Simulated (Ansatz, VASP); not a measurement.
## HfC (zincblende type (invented)): VASP beside Ansatz

One calculation is typed for both programs; each brings its own data sets. How far apart do they land? The cell is generated by rule, not measured, and may not be a known phase. The cell is taken from a series of runs on this material, whose earlier steps may have relaxed, scaled, displaced or heated it; both programs get it as it stands.

Main program and level: Ansatz 0.2.0; plane waves, with VASP 6.6.1 beside it; zone-centre phonons at PBE.

## Step 1: Starting point

Symmetry: F-43m, No. 216, cubic system. The conventional cell has a = 5.044 Å, b = 5.044 Å, c = 5.044 Å, α = 90.00°, β = 90.00°, γ = 90.00°. Nearest to Hf lie 4 C at 2.18 Å. Nearest to C lie 4 Hf at 2.18 Å. Farther neighbours are not listed.

As a file:

```cif
data_structure
_symmetry_space_group_name_H-M 'F-43m'
_symmetry_Int_Tables_number 216
_cell_length_a 5.0442
_cell_length_b 5.0442
_cell_length_c 5.0442
_cell_angle_alpha 90.000
_cell_angle_beta 90.000
_cell_angle_gamma 90.000
_cell_volume 128.34
loop_
_atom_site_label
_atom_site_type_symbol
_atom_site_symmetry_multiplicity
_atom_site_Wyckoff_symbol
_atom_site_fract_x
_atom_site_fract_y
_atom_site_fract_z
_atom_site_occupancy
Hf1 Hf 4 a 0.00000 0.00000 0.00000 1
C1 C 4 c 0.25000 0.25000 0.25000 1
```

## Step 2: Ansatz: zone-centre phonons, PBE

Ansatz runs on its default PAW (the set named soft_2) files.

Second derivatives magnify differences that forces hide, and they need a tight electronic threshold.

Input file input.yaml:

```yaml
crystal:
  lattice:
    - [0.0, 2.5220998264, 2.5220998264]
    - [2.5220998264, 0.0, 2.5220998264]
    - [2.5220998264, 2.5220998264, 0.0]
  atoms:
    - { symbol: Hf, position: [0.0, 0.0, 0.0] }
    - { symbol: C, position: [0.75, 0.75, 0.75] }
kpoints:
  mp_grid: { grid: [12, 12, 12] }
hamiltonian:
  xc: pbe
scf:
  occupations: { method: fixed }
output:
  eigenvalues: true
phonons:
  method: dfpt
  dielectric: true
  rigid_motions: translations
```

Command:

```console
> ansatz run input.yaml --threads 2 --pin off --max-ram 5120MiB --backend cpu --events-out ev --progress --plain --runs-dir out
```

Numbers of over 12 decimals in the logs are rounded to 6 here.

Log:

```text
Engine: ansatz 0.2.0, x86_64-unknown-linux-gnu
Pseudopotentials: kind: paw
Pseudopotential: Hf, paw, valence charge 26, recommended cutoff 420 eV (normal), Hf.paw.azcp
Pseudopotential: C, paw, valence charge 4, recommended cutoff 420 eV (normal), C.paw.azcp
Functional definition: PBE
  parameter kappa = 0.804
  parameter beta = 0.066725
  exchange = pbe_x(kappa = kappa, mu = beta*pi^2/3)
  correlation = pbe_c(beta = beta)
Crystal: 2 atoms, lattice volume = 32.086 Å³
Basis set: ecut = 420 eV, 609 PW (Γ), exchange–correlation on 48×48×48 points (8 copies of the dense FFT grid, shifted against one another)
Bands: 19, of which v1, the nominal top of the filled ones, is band 15 counted from 1 (14 counted from 0)
Symmetry: 24 space group operations
k-points: 280 of 1728 (irreducible under 4 space group operations, time reversal used)
Non-local potential: Hf, projectors of the file, l = 0: 3, l = 1: 2, l = 2: 2, l = 3: 3
Non-local potential: C, projectors of the file, l = 0: 2, l = 1: 2, l = 2: 1
PAW form: soft (Blöchl's): semilocal exchange-correlation on the pseudo side does not see the compensation charge
PAW one-centre angular grid: Hf, 590 points (default); XC on 64 Gauss nodes
PAW one-centre angular grid: C, 110 points (default); XC on 64 Gauss nodes
Initial density: superposition of atomic densities (neutral atoms: chi_scale 0, normalization atom), corrected by the library's trained network
Initial wavefunctions: pseudopotential atomic-orbital guess
Functional: x = pbe(κ = 0.804, μ = 0.219515), c = pbe(β = 0.066725)
SCF iter   1: F=—  HF=-15972.888803 eV  |F-HF|=—  |Δ(HF+E_count)|=         —  Δρ=1.25e-2  dr2=8.20e-2  ethr=1.77e-3  ⟨swp⟩=3.9  Hψ=18598  notcnv=0  defer=446
preconditioner: auto → none  [insulator: Δε(μ)=0.478 eV  Ē_g=17.441 eV  n_scr=14 (ndim 8)  ℏωp=34.7 eV  f_vac=0.000  ε∞_Penn≈5.0]
SCF iter   2: F=—  HF=-15972.880070 eV  |F-HF|=—  |Δ(HF+E_count)|=   8.73e-3  Δρ=9.74e-3  dr2=3.88e-2  ethr=2.73e-4  ⟨swp⟩=2.0  Hψ=9253  notcnv=0  defer=547
SCF iter   3: F=—  HF=-15972.870682 eV  |F-HF|=—  |Δ(HF+E_count)|=   9.39e-3  Δρ=1.54e-3  dr2=6.26e-4  ethr=1.29e-4  ⟨swp⟩=2.0  Hψ=6958  notcnv=0  defer=553
SCF iter   4: F=—  HF=-15972.870839 eV  |F-HF|=—  |Δ(HF+E_count)|=   1.57e-4  Δρ=3.74e-4  dr2=3.21e-5  ethr=2.09e-6  ⟨swp⟩=2.4  Hψ=8351  notcnv=0  defer=553
SCF iter   5: F=—  HF=-15972.870832 eV  |F-HF|=—  |Δ(HF+E_count)|=   6.61e-6  Δρ=9.15e-5  dr2=1.53e-6  ethr=1.07e-7  ⟨swp⟩=2.0  Hψ=9520  notcnv=0
SCF iter   6: F=—  HF=-15972.870825 eV  |F-HF|=—  |Δ(HF+E_count)|=   7.10e-6  Δρ=4.61e-5  dr2=5.40e-7  ethr=5.09e-9  ⟨swp⟩=2.0  Hψ=9520  notcnv=0
SCF iter   7: F=—  HF=-15972.870825 eV  |F-HF|=—  |Δ(HF+E_count)|=   1.92e-7  Δρ=1.03e-5  dr2=2.41e-8  ethr=1.80e-9  ⟨swp⟩=2.0  Hψ=9138  notcnv=0
SCF iter   8: F=—  HF=-15972.870825 eV  |F-HF|=—  |Δ(HF+E_count)|=   5.17e-9  Δρ=1.41e-6  dr2=4.97e-10  ethr=8.02e-11  ⟨swp⟩=2.0  Hψ=9464  notcnv=0
SCF iter   9: F=-15972.870825 eV  HF=-15972.870825 eV  |F-HF|=1.82e-12  |Δ(HF+E_count)|=  7.82e-11  Δρ=9.04e-8  dr2=2.20e-12  ethr=1.00e-12  ⟨swp⟩=7.4  Hψ=31926  notcnv=0
SCF 1 converged in 9 iterations: F = -15972.870825 eV  dr2 = 2.20e-12
  greatest PAW one-centre occupation: 0.999 electrons in one spin orbital (limit 2), on the Hf atom at site 0 (counted from 0), in its partial waves of l = 0
NSCF: frozen V_eff on 280 k-points
NSCF: frozen V_eff on 168 k-points
DFPT response loops at Γ: preconditioner auto → none (the input reference at scf.mixing.eps_inf says where Resta's filter doesn't serve); β = 0.50; Broyden in place of MSR1
── the response to a field inside a basis, on 12×12×12 k-points: an SCF that follows is theirs, and a resumed run solves both again ──
Bands: 16, of which v1, the nominal top of the filled ones, is band 15 counted from 1 (14 counted from 0)
k-points: 182 of 1728 (irreducible under 6 space group operations, time reversal used)
Initial density: handed on by an earlier stage of this run
Initial wavefunctions: pseudopotential atomic-orbital guess (no wavefunctions were taken with the density)
Eigensolver: Dense (182 Hₖ)
SCF iter   1: F=—  HF=-15972.870326 eV  |F-HF|=—  |Δ(HF+E_count)|=         —  Δρ=2.53e-4  dr2=3.46e-6  ethr=1.00e-1
preconditioner: auto → none  [insulator: Δε(μ)=0.395 eV  Ē_g=14.855 eV  n_scr=14 (ndim 8)  ℏωp=34.7 eV  f_vac=0.000  ε∞_Penn≈6.5]
SCF iter   2: F=—  HF=-15972.870325 eV  |F-HF|=—  |Δ(HF+E_count)|=   1.29e-6  Δρ=1.59e-4  dr2=3.82e-6  ethr=1.15e-8
SCF iter   3: F=—  HF=-15972.870325 eV  |F-HF|=—  |Δ(HF+E_count)|=   1.14e-7  Δρ=8.29e-5  dr2=7.02e-7  ethr=1.15e-8
SCF iter   4: F=—  HF=-15972.870325 eV  |F-HF|=—  |Δ(HF+E_count)|=   3.58e-7  Δρ=3.81e-5  dr2=1.54e-7  ethr=2.34e-9
SCF iter   5: F=-15972.870325 eV  HF=-15972.870325 eV  |F-HF|=1.63e-8  |Δ(HF+E_count)|=   7.00e-8  Δρ=1.28e-5  dr2=1.04e-8  ethr=5.14e-10
SCF 1 converged in 5 iterations: F = -15972.870325 eV  dr2 = 1.04e-8
DFPT response loops at Γ: mixed as the last ones told, above
WARN: field response: ε∞ stands inside a basis, on 12×12×12 points; the force constants stand on the 12×12×12 k-mesh, whose period is 13.79 times the interband length at k = (0.0000, 0.4167, 0.4167), direct gap 0.804 eV, under 14: take them and everything formed from them as unconverged, and compare with a denser kpoints.mp_grid
SCF converged after 9 iterations
Free energy (F): -15972.870825 eV
Harris-Foulkes:  -15972.870825 eV  (|F-HF|=1.82e-12)
Internal energy: -15972.870825 eV  (E = F + TS)
E sigma→0 (E₀):  -15972.870825 eV
Fermi energy:    14.743830 eV
--- Per-component energies (eV) ---
  E_band       = -41.917998
  E_kinetic    = 510.932239
  E_local      = -5825.109540  (includes V_loc(G=0)·N_el)
  E_nonlocal   = -1216.464721
  E_hartree    = 2699.287386
  E_xc         = -347.953631
  E_vxc        = -325.458658  (∫ρ·V_xc dr)
  E_paw        = -7026.898712  (= ΣΔE_a)
  E_vpaw       = 1415.608036  (= ΣTr[D̂ρ^β])
  E_aug_tail   = 0.000005  (compensation charges beyond the density's cutoff)
  E_ewald      = -4766.663850
  E_smearing   = -0.000000  (= −TS)
  E_closure    = 0.000000  (closes the sum)
  Σ components = -15972.870825   (vs F -15972.870825, Δ=0.00e0)
--- Band table (eV; the first three rows and the last of 280) ---
  k-point 0: bands = [... 11 lower, 4.4515, 12.4885, 12.4885, 12.4885, 18.0384, 18.3367, 18.3367, 23.8624]
  k-point 1: bands = [... 11 lower, 4.5282, 12.3211, 12.5466, 12.5466, 18.2396, 18.2396, 18.3809, 23.6548]
  k-point 2: bands = [... 11 lower, 4.7597, 11.9701, 12.6965, 12.6965, 18.0664, 18.0664, 19.1771, 23.2381]
  k-point 279: bands = [... 11 lower, 6.4166, 11.9312, 12.7793, 14.7438, 15.0329, 18.2685, 19.8086, 21.1390]
--- Phonons (Γ-DFPT): 2 representative perturbations + reference, on 280 of 1728 k-points (Σ response iterations 7) ---
  k mesh reduced under 4 symmetry operations, with k and −k counted as one. Each operation leaves every solved perturbation unchanged. A smaller set is not considered because the run solves the response to a homogeneous field
  ASR residual: 1.224e-5 → 0.000e0 eV/Å²; symmetrization residual: 9.195e-8 eV/Å²
  ASR residual per site (eV/Å²): 1.22e-5 6.53e-7
  Γ frequencies (cm⁻¹): 0.00 0.00 0.00 540.71 540.71 540.71
  ε∞ (high-frequency dielectric tensor):
       17.360750     0.000000    -0.000000
        0.000000    17.360750    -0.000000
       -0.000000    -0.000000    17.360750
  ε⁰ (static dielectric tensor: ions relaxed, cell fixed):
       25.152143    -0.000000    -0.000000
       -0.000000    25.152143    -0.000000
       -0.000000    -0.000000    25.152143
  ε⁰ − ε∞ (ionic part):
        7.791393    -0.000000     0.000000
       -0.000000     7.791393    -0.000000
        0.000000    -0.000000     7.791393
  softest optical mode at Γ: 540.71 cm⁻¹; the repairs (sum rule, projections) moved no ω² at Γ by more than (0.18 cm⁻¹)²
  Born effective charges Z* (e; rows j = field, columns β = displacement):
    site 0:
         4.08851   -0.00000    0.00000
        -0.00000    4.08851    0.00000
         0.00000    0.00000    4.08851
    site 1:
        -4.08851    0.00000   -0.00000
         0.00000   -4.08851   -0.00000
        -0.00000   -0.00000   -4.08851
  Z* charge neutrality: 5.747e-5 e pre-enforcement
  solved inside a basis spanned on kpoints, on 12×12×12 k-points, its susceptibility summed on 16×16×16: ε∞ is read to err by 5.3e-2, Z* by 2.7e-2 e (field_mesh: kpoints solves on kpoints); Z* is corrected for what the basis lacks
  optical modes at Γ without the LO–TO term, one row a degenerate level:
      ω (cm⁻¹)  modes    IR ((D/Å)²/amu)
        540.71      3           102.8061
  optical modes at Γ + LO–TO along q̂ = [1.0000, 0.0000, 0.0000]:
      ω (cm⁻¹)  modes    IR ((D/Å)²/amu)
        540.71      2            68.5374
        650.83      1            34.2687
  optical modes at Γ + LO–TO along q̂ = [0.0000, 1.0000, 0.0000]:
      ω (cm⁻¹)  modes    IR ((D/Å)²/amu)
        540.71      2            68.5374
        650.83      1            34.2687
  optical modes at Γ + LO–TO along q̂ = [0.0000, 0.0000, 1.0000]:
      ω (cm⁻¹)  modes    IR ((D/Å)²/amu)
        540.71      2            68.5374
        650.83      1            34.2687
```

(Continued in part 2 of 3.)

[Lines on the potential files, build, host, timing and source positions are cut from VASP's logs without a mark.]

[Logs are printed without paths, hosts, clocks, repeated set-up lines and the standing remarks that a program may print on its own settings, such as how far it seeks lower states.]

[Hosts, paths, dates, database ids (printed as entryN), source tags and the programs' standing remarks are cut or masked in the printed files.]
